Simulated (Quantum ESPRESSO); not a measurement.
# BN (F-43m) in Quantum ESPRESSO: a series of runs, part 2 of 2

Quantum ESPRESSO 7.5. Earlier steps stand in the parts before.

## (5) Band structure, PBE

File pw.in:

```
&CONTROL
  calculation = 'scf'
  prefix = 'pwscf'
  outdir = './tmp'
  pseudo_dir = './pseudo'
  tprnfor = .true.
  tstress = .true.
  disk_io = 'low'
/
&SYSTEM
  ibrav = 0
  nat = 2
  ntyp = 2
  ecutwfc = 88
  nbnd = 9
  occupations = 'smearing'
  smearing = 'fd'
  degauss = 0.00367493
/
&ELECTRONS
  conv_thr = 4d-10
  electron_maxstep = 120
  mixing_beta = 0.5
/
ATOMIC_SPECIES
N     14.0070 07_N_5_1.2_1.4_pbe_n_v1.0.upf
B     10.8100 05_B_3_1.5_1.7_pbe_n_v1.0.upf
CELL_PARAMETERS angstrom
   0.0000000000    1.8130010000    1.8130010000
   1.8130010000    0.0000000000    1.8130010000
   1.8130010000    1.8130010000    0.0000000000
ATOMIC_POSITIONS crystal
N      0.2500000000    0.2500000000    0.2500000000
B      0.0000000000    0.0000000000    0.0000000000
K_POINTS automatic
13 13 13 0 0 0
```

File bands.in:

```
&CONTROL
  calculation = 'bands'
  prefix = 'pwscf'
  outdir = './tmp'
  pseudo_dir = './pseudo'
  disk_io = 'low'
  verbosity = 'high'
/
&SYSTEM
  ibrav = 0
  nat = 2
  ntyp = 2
  ecutwfc = 88
  nbnd = 9
  occupations = 'smearing'
  smearing = 'fd'
  degauss = 0.00367493
/
&ELECTRONS
  conv_thr = 1d-08
  electron_maxstep = 120
  mixing_beta = 0.5
  diago_full_acc = .true.
  startingwfc = 'random'
/
ATOMIC_SPECIES
N     14.0070 07_N_5_1.2_1.4_pbe_n_v1.0.upf
B     10.8100 05_B_3_1.5_1.7_pbe_n_v1.0.upf
CELL_PARAMETERS angstrom
   0.0000000000    1.8130010000    1.8130010000
   1.8130010000    0.0000000000    1.8130010000
   1.8130010000    1.8130010000    0.0000000000
ATOMIC_POSITIONS crystal
N      0.2500000000    0.2500000000    0.2500000000
B      0.0000000000    0.0000000000    0.0000000000
K_POINTS crystal
60
 0.0000000000  0.0000000000  0.0000000000 1
 0.0625000000  0.0000000000  0.0625000000 1
 0.1250000000  0.0000000000  0.1250000000 1
 0.1875000000  0.0000000000  0.1875000000 1
 0.2500000000  0.0000000000  0.2500000000 1
 0.3125000000  0.0000000000  0.3125000000 1
 0.3750000000  0.0000000000  0.3750000000 1
 0.4375000000  0.0000000000  0.4375000000 1
 0.5000000000  0.0000000000  0.5000000000 1
 0.5000000000  0.0625000000  0.5625000000 1
 0.5000000000  0.1250000000  0.6250000000 1
 0.5000000000  0.1875000000  0.6875000000 1
 0.5000000000  0.2500000000  0.7500000000 1
 0.4375000000  0.3125000000  0.7500000000 1
 0.3750000000  0.3750000000  0.7500000000 1
 0.3375000000  0.3375000000  0.6750000000 1
 0.3000000000  0.3000000000  0.6000000000 1
 0.2625000000  0.2625000000  0.5250000000 1
 0.2250000000  0.2250000000  0.4500000000 1
 0.1875000000  0.1875000000  0.3750000000 1
 0.1500000000  0.1500000000  0.3000000000 1
 0.1125000000  0.1125000000  0.2250000000 1
 0.0750000000  0.0750000000  0.1500000000 1
 0.0375000000  0.0375000000  0.0750000000 1
 0.0000000000  0.0000000000  0.0000000000 1
 0.0625000000  0.0625000000  0.0625000000 1
 0.1250000000  0.1250000000  0.1250000000 1
 0.1875000000  0.1875000000  0.1875000000 1
 0.2500000000  0.2500000000  0.2500000000 1
 0.3125000000  0.3125000000  0.3125000000 1
 0.3750000000  0.3750000000  0.3750000000 1
 0.4375000000  0.4375000000  0.4375000000 1
 0.5000000000  0.5000000000  0.5000000000 1
 0.5250000000  0.4500000000  0.5250000000 1
 0.5500000000  0.4000000000  0.5500000000 1
 0.5750000000  0.3500000000  0.5750000000 1
 0.6000000000  0.3000000000  0.6000000000 1
 0.6250000000  0.2500000000  0.6250000000 1
 0.5833333333  0.2500000000  0.6666666667 1
 0.5416666667  0.2500000000  0.7083333333 1
 0.5000000000  0.2500000000  0.7500000000 1
 0.5000000000  0.2857142857  0.7142857143 1
 0.5000000000  0.3214285714  0.6785714286 1
 0.5000000000  0.3571428571  0.6428571429 1
 0.5000000000  0.3928571429  0.6071428571 1
 0.5000000000  0.4285714286  0.5714285714 1
 0.5000000000  0.4642857143  0.5357142857 1
 0.5000000000  0.5000000000  0.5000000000 1
 0.4821428571  0.4821428571  0.5357142857 1
 0.4642857143  0.4642857143  0.5714285714 1
 0.4464285714  0.4464285714  0.6071428571 1
 0.4285714286  0.4285714286  0.6428571429 1
 0.4107142857  0.4107142857  0.6785714286 1
 0.3928571429  0.3928571429  0.7142857143 1
 0.3750000000  0.3750000000  0.7500000000 1
 0.6250000000  0.2500000000  0.6250000000 1
 0.5937500000  0.1875000000  0.5937500000 1
 0.5625000000  0.1250000000  0.5625000000 1
 0.5312500000  0.0625000000  0.5312500000 1
 0.5000000000  0.0000000000  0.5000000000 1
```

Potentials or basis: SPMS 1.0 PBE.

Launch:

```bash
$ OMP_NUM_THREADS=1 pw.x -in pw.in > pw.out
$ OMP_NUM_THREADS=1 pw.x -in bands.in > bands.out
```

pw.out:

```text
This program is part of the open-source Quantum ESPRESSO suite
     for quantum simulation of materials; please cite
[... 9 lines left out ...]
     --------------------
     sticks:   dense  smooth     PW     G-vecs:    dense   smooth      PW
     Sum         571     571    187                 8873     8873    1639

     Using Slab Decomposition

     bravais-lattice index     =            0
     lattice parameter (alat)  =       4.8452  a.u.
     unit-cell volume          =      80.4305 (a.u.)^3
     number of atoms/cell      =            2
     number of atomic types    =            2
     number of electrons       =         8.00
     number of Kohn-Sham states=            9
     kinetic-energy cutoff     =      88.0000  Ry
     charge density cutoff     =     352.0000  Ry
     scf convergence threshold =      4.0E-10
     mixing beta               =       0.5000
     number of iterations used =            8  plain     mixing
     Exchange-correlation= PBE
                           (   1   4   3   4   0   0   0)

     celldm(1)=   4.845202  celldm(2)=   0.000000  celldm(3)=   0.000000
     celldm(4)=   0.000000  celldm(5)=   0.000000  celldm(6)=   0.000000

     crystal axes: (cart. coord. in units of alat)
               a(1) = (   0.000000   0.707107   0.707107 )
               a(2) = (   0.707107   0.000000   0.707107 )
               a(3) = (   0.707107   0.707107   0.000000 )

     reciprocal axes: (cart. coord. in units 2 pi/alat)
               b(1) = ( -0.707107  0.707107  0.707107 )
               b(2) = (  0.707107 -0.707107  0.707107 )
               b(3) = (  0.707107  0.707107 -0.707107 )

     PseudoPot. # 1 for N  read from file:
     07_N_5_1.2_1.4_pbe_n_v1.0.upf
     Pseudo is Norm-conserving + core correction, Zval =  5.0
     Generated using ONCVPSP code by D. R. Hamann
     Using radial grid of 1066 points,  4 beta functions with:
                l(1) =   0
                l(2) =   0
                l(3) =   1
                l(4) =   1

     PseudoPot. # 2 for B  read from file:
     05_B_3_1.5_1.7_pbe_n_v1.0.upf
     Pseudo is Norm-conserving + core correction, Zval =  3.0
     Generated using ONCVPSP code by D. R. Hamann
     Using radial grid of 1526 points,  4 beta functions with:
                l(1) =   0
                l(2) =   0
                l(3) =   1
                l(4) =   1

     atomic species   valence    mass     pseudopotential
     N                 5.00    14.00700     N ( 1.00)
     B                 3.00    10.81000     B ( 1.00)

     24 Sym. Ops. (no inversion) found

   Cartesian axes

     site n.     atom                  positions (alat units)
         1        N      tau(   1) = (   0.3535534   0.3535534   0.3535534  )
         2        B      tau(   2) = (   0.0000000   0.0000000   0.0000000  )

     number of k points=    84  Fermi-Dirac smearing, width (Ry)=  0.0037
                       cart. coord. in units 2pi/alat
        k(    1) = (   0.0000000   0.0000000   0.0000000), wk =   0.0009103
        k(    2) = (   0.0543928   0.0543928  -0.0543928), wk =   0.0072827
        k(    3) = (   0.1087857   0.1087857  -0.1087857), wk =   0.0072827
        k(    4) = (   0.1631785   0.1631785  -0.1631785), wk =   0.0072827
        k(    5) = (   0.2175713   0.2175713  -0.2175713), wk =   0.0072827
        k(    6) = (   0.2719641   0.2719641  -0.2719641), wk =   0.0072827
[... 76 lines left out ...]
        k(   83) = (   0.0000000  -0.4351426   0.6527140), wk =   0.0218480
        k(   84) = (  -0.0543928  -0.3807498   0.7071068), wk =   0.0218480

     Dense  grid:     8873 G-vectors     FFT dimensions: (  30,  30,  30)

     Initial potential from superposition of free atoms

     starting charge       7.9997, renormalised to       8.0000
     Starting wfcs are    8 randomized atomic wfcs +    1 random wfcs

     Self-consistent Calculation

     iteration #  1     ecut=    88.00 Ry     beta= 0.50
     Davidson diagonalization with overlap
     ethr =  1.00E-02,  avg # of iterations =  5.1

     total energy              =     -26.75223356 Ry
     estimated scf accuracy    <       0.21189667 Ry

     iteration #  2     ecut=    88.00 Ry     beta= 0.50
     Davidson diagonalization with overlap
     ethr =  2.65E-03,  avg # of iterations =  1.1

     total energy              =     -26.78972634 Ry
     estimated scf accuracy    <       0.02090387 Ry

     iteration #  3     ecut=    88.00 Ry     beta= 0.50
     Davidson diagonalization with overlap
     ethr =  2.61E-04,  avg # of iterations =  1.1
[... 22 lines left out ...]
     total energy              =     -26.79162390 Ry
     estimated scf accuracy    <       0.00000002 Ry

     iteration #  7     ecut=    88.00 Ry     beta= 0.50
     Davidson diagonalization with overlap
     ethr =  2.10E-10,  avg # of iterations =  3.5

     total energy              =     -26.79162393 Ry
     estimated scf accuracy    <       0.00000002 Ry

     iteration #  8     ecut=    88.00 Ry     beta= 0.50
     Davidson diagonalization with overlap
     ethr =  2.10E-10,  avg # of iterations =  1.1

     End of self-consistent calculation

          k = 0.0000 0.0000 0.0000 (  1139 PWs)   bands (ev):

    -9.0927  11.0063  11.0063  11.0063  19.8458  19.8458  19.8458  21.2321
    35.6078

          k = 0.0544 0.0544-0.0544 (  1118 PWs)   bands (ev):

    -8.9497  10.2281  10.8531  10.8531  20.0147  20.0778  20.0778  21.7216
    35.4580

          k = 0.1088 0.1088-0.1088 (  1131 PWs)   bands (ev):

    -8.5254   8.3829  10.4692  10.4692  20.2822  20.6388  20.6388  22.9136
    35.0139

          k = 0.1632 0.1632-0.1632 (  1116 PWs)   bands (ev):

    -7.8359   6.1483  10.0039  10.0039  20.5496  21.2293  21.2293  24.1844
    34.4896
[... 388 lines left out ...]
    -3.4989   2.8424   5.0287   5.2394  18.4671  22.7100  26.0682  28.0333
    30.4786

          k = 0.0000-0.4351 0.6527 (  1122 PWs)   bands (ev):

    -3.3318   3.1251   3.9688   5.4445  19.4668  23.9502  25.3259  27.1804
    30.0817

          k =-0.0544-0.3807 0.7071 (  1124 PWs)   bands (ev):

    -3.3469   3.2425   4.1313   5.0279  20.4798  23.9832  25.0891  26.4941
    29.9908

     the Fermi energy is    13.2576 ev

!    total energy              =     -26.79162393 Ry
     estimated scf accuracy    <          1.0E-10 Ry
     smearing contrib. (-TS)   =       0.00000000 Ry
     internal energy E=F+TS    =     -26.79162393 Ry

     The total energy is F=E-TS. E is the sum of the following terms:
     one-electron contribution =       4.58352754 Ry
     hartree contribution      =       3.60214291 Ry
     xc contribution           =      -8.71643158 Ry
     ewald contribution        =     -26.26086280 Ry

     convergence has been achieved in   8 iterations

     Forces acting on atoms (cartesian axes, Ry/au):

     atom    1 type  1   force =     0.00000000    0.00000000   -0.00000000
     atom    2 type  2   force =     0.00000000    0.00000000    0.00000000

     Total force =     0.000000     Total SCF correction =     0.000000

     Computing stress (Cartesian axis) and pressure

          total   stress  (Ry/bohr**3)                   (kbar)     P=      -13.48
  -0.00009163  -0.00000000  -0.00000000          -13.48       -0.00       -0.00
  -0.00000000  -0.00009163   0.00000000           -0.00      -13.48        0.00
  -0.00000000   0.00000000  -0.00009163           -0.00        0.00      -13.48

=------------------------------------------------------------------------------=
   JOB DONE.
=------------------------------------------------------------------------------=
```

bands.out:

```text
This program is part of the open-source Quantum ESPRESSO suite
     for quantum simulation of materials; please cite
         "P. Giannozzi et al., J. Phys.:Condens. Matter 21 395502 (2009);
         "P. Giannozzi et al., J. Phys.:Condens. Matter 29 465901 (2017);
         "P. Giannozzi et al., J. Chem. Phys. 152 154105 (2020);
     in publications or presentations arising from this work. More details at

     Atomic positions and unit cell read from directory:
[... 607 lines left out ...]
    30.6992

          k = 0.0000 0.6187-0.0000 (  1114 PWs)   bands (ev):
[... 261 lines left out ...]
    -3.5620   2.1631   6.1502   6.1502  15.5261  20.2935  28.7770  28.7770
    31.6184

=------------------------------------------------------------------------------=
   JOB DONE.
=------------------------------------------------------------------------------=
```

It took 27 s on 1 thread of Intel Xeon Platinum 8259CL at 2.50GHz (Skylake/Cascade Lake), shared host; peak memory 0.09 GiB.

What came out:

```
Free energy             : -364.5186 eV
Pressure                : -1.3 GPa
Band gap on the k mesh  : 4.59 eV, indirect (least direct gap 8.84 eV)
Band gap along the path : 4.52 eV, indirect (least direct gap 8.84 eV)
```

Levels at the corners of the path, in eV from the valence-band top:
```csv
point,band 1,band 2,band 3,band 4,band 5,band 6,band 7,band 8,band 9
Γ,-20.10,0.00,0.00,0.00,8.84,8.84,8.84,10.23,24.60
X,-14.57,-8.84,-4.86,-4.86,4.52,9.29,17.77,17.77,20.61
W,-14.26,-7.53,-6.89,-6.43,9.60,13.24,14.55,14.56,19.16
K,-14.49,-8.06,-7.58,-4.04,6.95,12.86,15.73,16.54,18.61
Γ,-20.10,0.00,0.00,0.00,8.84,8.84,8.84,10.23,24.60
L,-15.92,-10.59,-1.92,-1.92,10.09,10.73,10.73,15.16,23.35
U,-14.49,-8.06,-7.58,-4.04,6.95,12.86,15.73,16.54,18.61
W,-14.26,-7.53,-6.89,-6.43,9.60,13.24,14.55,14.56,19.16
L,-15.92,-10.59,-1.92,-1.92,10.09,10.73,10.73,15.16,23.35
K,-14.49,-8.06,-7.58,-4.04,6.95,12.86,15.73,16.54,18.61
U,-14.49,-8.06,-7.58,-4.04,6.95,12.86,15.73,16.54,18.61
X,-14.57,-8.84,-4.86,-4.86,4.52,9.29,17.77,17.77,20.61
```

## (6) Band structure, PBE

Changes to pw.in since step 5:

```diff
@@ -13,3 +13,4 @@
   ntyp = 2
-  ecutwfc = 88
+  ecutwfc = 60
+  ecutrho = 480
   nbnd = 9
@@ -25,4 +26,4 @@
 ATOMIC_SPECIES
-N     14.0070 07_N_5_1.2_1.4_pbe_n_v1.0.upf
-B     10.8100 05_B_3_1.5_1.7_pbe_n_v1.0.upf
+N     14.0070 N.pbe-n-radius_5.UPF
+B     10.8100 b_pbe_v1.4.uspp.F.UPF
 CELL_PARAMETERS angstrom
```

Changes to bands.in since step 5:

```diff
@@ -12,3 +12,4 @@
   ntyp = 2
-  ecutwfc = 88
+  ecutwfc = 60
+  ecutrho = 480
   nbnd = 9
@@ -26,4 +27,4 @@
 ATOMIC_SPECIES
-N     14.0070 07_N_5_1.2_1.4_pbe_n_v1.0.upf
-B     10.8100 05_B_3_1.5_1.7_pbe_n_v1.0.upf
+N     14.0070 N.pbe-n-radius_5.UPF
+B     10.8100 b_pbe_v1.4.uspp.F.UPF
 CELL_PARAMETERS angstrom
```

Potentials or basis: SSSP 1.3 efficiency PBE.

Launch:

```bash
$ OMP_NUM_THREADS=1 pw.x -in pw.in > pw.out
$ OMP_NUM_THREADS=1 pw.x -in bands.in > bands.out
```

pw.out:

```text
This program is part of the open-source Quantum ESPRESSO suite
     for quantum simulation of materials; please cite
[... 9 lines left out ...]
     --------------------
     sticks:   dense  smooth     PW     G-vecs:    dense   smooth      PW
     Sum         769     379    121                14211     5029     941

     Using Slab Decomposition

     bravais-lattice index     =            0
     lattice parameter (alat)  =       4.8452  a.u.
     unit-cell volume          =      80.4305 (a.u.)^3
     number of atoms/cell      =            2
     number of atomic types    =            2
     number of electrons       =         8.00
     number of Kohn-Sham states=            9
     kinetic-energy cutoff     =      60.0000  Ry
     charge density cutoff     =     480.0000  Ry
     scf convergence threshold =      4.0E-10
     mixing beta               =       0.5000
     number of iterations used =            8  plain     mixing
     Exchange-correlation=  SLA  PW   PBX  PBC
[... 197 lines left out ...]
     Davidson diagonalization with overlap
     ethr =  8.33E-10,  avg # of iterations =  1.1

     End of self-consistent calculation

          k = 0.0000 0.0000 0.0000 (   609 PWs)   bands (ev):

    -9.1084  10.9996  10.9996  10.9996  19.7923  19.7923  19.7923  21.2140
    35.5985
[... 413 lines left out ...]
    -3.3740   3.2339   4.1207   5.0157  20.4416  23.9420  25.0369  26.4443
    29.9822

     the Fermi energy is    13.2450 ev

!    total energy              =     -26.76149459 Ry
     estimated scf accuracy    <          3.1E-10 Ry
     smearing contrib. (-TS)   =       0.00000000 Ry
     internal energy E=F+TS    =     -26.76149459 Ry

     The total energy is F=E-TS. E is the sum of the following terms:
     one-electron contribution =       4.47440923 Ry
     hartree contribution      =       3.62462867 Ry
     xc contribution           =      -8.59966969 Ry
     ewald contribution        =     -26.26086280 Ry

     convergence has been achieved in   8 iterations

     Forces acting on atoms (cartesian axes, Ry/au):

     atom    1 type  1   force =     0.00000000    0.00000000   -0.00000000
     atom    2 type  2   force =    -0.00000000   -0.00000000    0.00000000

     Total force =     0.000000     Total SCF correction =     0.000000

     Computing stress (Cartesian axis) and pressure

          total   stress  (Ry/bohr**3)                   (kbar)     P=      -17.61
  -0.00011971   0.00000000   0.00000000          -17.61        0.00        0.00
   0.00000000  -0.00011971   0.00000000            0.00      -17.61        0.00
   0.00000000   0.00000000  -0.00011971            0.00        0.00      -17.61

=------------------------------------------------------------------------------=
   JOB DONE.
=------------------------------------------------------------------------------=
```

It took 16 s on 1 thread of Intel Xeon Platinum 8259CL at 2.50GHz (Skylake/Cascade Lake), shared host; peak memory 0.09 GiB.

Results:

| Property | Result |
| --- | --- |
| Free energy | -364.1087 eV |
| Pressure | -1.8 GPa |
| Band gap on the k mesh | 4.54 eV, indirect (least direct gap 8.79 eV) |
| Band gap along the path | 4.47 eV, indirect (least direct gap 8.79 eV) |

Levels at the corners of the path, in eV from the valence-band top:
```tsv
point	band 1	band 2	band 3	band 4	band 5	band 6	band 7	band 8
Γ	-20.11	0.00	0.00	0.00	8.79	8.79	8.79	10.21
X	-14.59	-8.84	-4.86	-4.86	4.47	9.21	17.78	17.78
W	-14.29	-7.53	-6.89	-6.44	9.57	13.22	14.47	14.53
K	-14.51	-8.06	-7.58	-4.04	6.90	12.80	15.72	16.55
Γ	-20.11	0.00	0.00	0.00	8.79	8.79	8.79	10.21
L	-15.94	-10.60	-1.92	-1.92	10.05	10.67	10.67	15.17
U	-14.51	-8.06	-7.58	-4.04	6.90	12.80	15.72	16.55
W	-14.29	-7.53	-6.89	-6.44	9.57	13.22	14.47	14.53
L	-15.94	-10.60	-1.92	-1.92	10.05	10.67	10.67	15.17
K	-14.51	-8.06	-7.58	-4.04	6.90	12.80	15.72	16.55
U	-14.51	-8.06	-7.58	-4.04	6.90	12.80	15.72	16.55
X	-14.59	-8.84	-4.86	-4.86	4.47	9.21	17.78	17.78
```

## (7) Overview

| potentials or basis | cutoff (eV) | gap on the mesh (eV) | pressure (GPa) |
| --- | --- | --- | --- |
| PseudoDojo 0.5 SR PBE standard | 1143 | 4.60 | -0.8 |
| PseudoDojo 0.5 SR PBE stringent | 1143 | 4.60 | -0.8 |
| SG15 PBE 1.2 | 1197 | 4.60 | -1.5 |
| SPMS 1.0 PBE | 1197 | 4.59 | -1.3 |
| SSSP 1.3 efficiency PBE | 816 | 4.54 | -1.8 |

Alike in all rows: task band structure; level PBE; no spin polarisation; cell as given; k mesh 13 × 13 × 13; smearing fermi-dirac 0.05 eV.

Total energies depend on the potentials used, so only differences within one code and one set of settings carry meaning.

## (8) How close it comes

Step 2. Measured gap of BN: 6.4 eV (indirect; 300 K; a printed reference work, monograph). This calculation gives 4.52 eV (-1.88 eV). The value is that of PBE, without temperature or zero-point motion. Semilocal functionals fall short of measured gaps as a rule. The cell is a database's relaxed one, not the measured one, which moves gaps too.

Step 3. Measured gap of BN: 6.4 eV (indirect; 300 K; a printed reference work, monograph). This calculation gives 4.52 eV (-1.88 eV). The value is that of PBE, without temperature or zero-point motion. Semilocal functionals fall short of measured gaps as a rule. The cell is a database's relaxed one, not the measured one, which moves gaps too.

Step 4. A measured gap of BN is 6.4 eV (indirect; 300 K; a printed reference work, monograph); the calculated 4.53 eV misses it by -1.87 eV. The value is that of PBE, without temperature or zero-point motion. Semilocal functionals fall short of measured gaps as a rule. The cell is a database's relaxed one, not the measured one, which moves gaps too.

Step 5. A measured gap of BN is 6.4 eV (indirect; 300 K; a printed reference work, monograph); the calculated 4.52 eV misses it by -1.88 eV. The value is that of PBE, without temperature or zero-point motion. Semilocal functionals fall short of measured gaps as a rule. The cell is a database's relaxed one, not the measured one, which moves gaps too.

Step 6. Against the measured gap of BN, 6.4 eV (indirect; 300 K; a printed reference work, monograph), the calculated 4.47 eV is off by -1.93 eV. The value is that of PBE, without temperature or zero-point motion. Semilocal functionals fall short of measured gaps as a rule. The cell is a database's relaxed one, not the measured one, which moves gaps too.
